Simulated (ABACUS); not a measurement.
**Cu under changes of volume**

One of the cells (11.458 Å³/atom); the others are scaled copies at fixed shape and fractional positions:

```
CELL_PARAMETERS angstrom
-1.44279 1.44279 1.37608
1.44279 -1.44279 1.37608
1.44279 1.44279 -1.37608
ATOMIC_POSITIONS crystal
Cu 0.00000 0.00000 0.00000
```

This isn't the form of Cu at room conditions, which is fcc.

- Program: ABACUS 3.10.1
- Functional: PBEsol
- Potentials or basis: PseudoDojo NC SR 0.4.1 PBEsol standard
- Cutoff: 1252 eV
- Density cutoff: 5007 eV
- Basis: plane waves
- k mesh: 13 × 13 × 13
- Occupations: fermi-dirac, width 0.05 eV
- Spin: no spin polarisation

```csv
volume (Å³/atom),energy over the lowest point (meV/atom),pressure (GPa)
10.771,16.58,10.1
11.000,5.40,5.7
11.229,0.10,1.9
11.458,0.00,-1.4
11.687,4.51,-4.7
11.916,?,?
12.146,25.24,-9.7
```

Problem. What does the run at 11.916 Å³/atom give?

Solution. Energy over the lowest point 13.08 meV/atom; pressure -7.4 GPa.

Worked out: A Birch-Murnaghan fit of order 3 (a polynomial in V^(-2/3)) to the other rows has its minimum at 11.35 Å³/atom with B0 = V·E''(V) = 169 GPa and B' = 5.2 at fixed shape and positions, which overstates the stiffness. It gives 13.05 meV/atom at 11.916 Å³/atom, against the run's 13.08, and -dE/dV = -7.3 GPa, against -7.4.

Energies are extrapolated to zero smearing.
